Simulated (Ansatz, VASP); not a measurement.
**Mg in VASP and in Ansatz**

The input INCAR:

```
SYSTEM = Mg
PREC = Accurate
ENCUT = 520
EDIFF = 1E-7
ISMEAR = -1
SIGMA = 0.08
LREAL = .False.
LASPH = .True.
NELM = 60
ALGO = Normal
ISIF = 2
LWAVE = .False.
LCHARG = .True.
GGA = PS
LELF = .True.
LVHAR = .True.
NBANDS = 9
```

File KPOINTS:

```
regular mesh
0
Gamma
  12 12 7
  0 0 0
```

Contents of POSCAR:

```
Mg
1.0
    3.1658976813      0.0000000000      0.0000000000
   -1.5829488406      2.7417478178      0.0000000000
    0.0000000000      0.0000000000      5.1399115029
Mg
2
Direct
    0.3333333333      0.6666666667      0.2500000000
    0.6666666667      0.3333333333      0.7500000000
```

Input for Ansatz:

```yaml
crystal:
  lattice:
    - [3.1658976813, 0.0, 0.0]
    - [-1.5829488406, 2.7417478178, 0.0]
    - [0.0, 0.0, 5.1399115029]
  atoms:
    - { symbol: Mg, position: [0.3333333333, 0.6666666667, 0.25] }
    - { symbol: Mg, position: [0.6666666667, 0.3333333333, 0.75] }
kpoints:
  mp_grid: { grid: [12, 12, 7] }
  band_path:
    path:
      - [0.0, 0.0, 0.0]
      - [0.5, 0.0, 0.0]
      - [0.3333333333, 0.3333333333, 0.0]
      - [0.0, 0.0, 0.0]
      - [0.0, 0.0, 0.5]
      - [0.5, 0.0, 0.5]
      - [0.3333333333, 0.3333333333, 0.5]
      - [0.0, 0.0, 0.5]
      - [0.5, 0.0, 0.5]
    npoints: 5
scf:
  occupations: { method: fermi_dirac, width: 0.08 }
hamiltonian:
  xc: pbesol
  pseudopotentials: { kind: all_electron, lapw: { basis_error: 0.0005 } }
output:
  forces: true
  stress: true
  eigenvalues: true
```

Change from the starting cell: volume scaled by 0.96.

Alike in both runs: task single point; functional PBEsol; k mesh 12 × 12 × 7; occupations fermi-dirac, width 0.08 eV; no spin polarisation.

|  | VASP | Ansatz |
| --- | --- | --- |
| version | VASP 6.6.1 | Ansatz 0.2.0 |
| potentials or method | VASP PAW PBE potentials, release 64 (Mg) | all-electron LAPW, scalar-relativistic |
| plane-wave cutoff (eV) | 520 | see its input |

|  | VASP | Ansatz | Ansatz less VASP |
| --- | --- | --- | --- |
| pressure (GPa) | 0.3 | 0.3 | +0.02 |
| largest component of the traceless stress (GPa) | 0.55 | 0.55 | -0.002 |

Ansatz ran all-electron here, so the differences hold the error of VASP's frozen core and of both bases.

Caveats: the PAW data sets were made with another functional, which shifts forces and pressure a little (VASP).
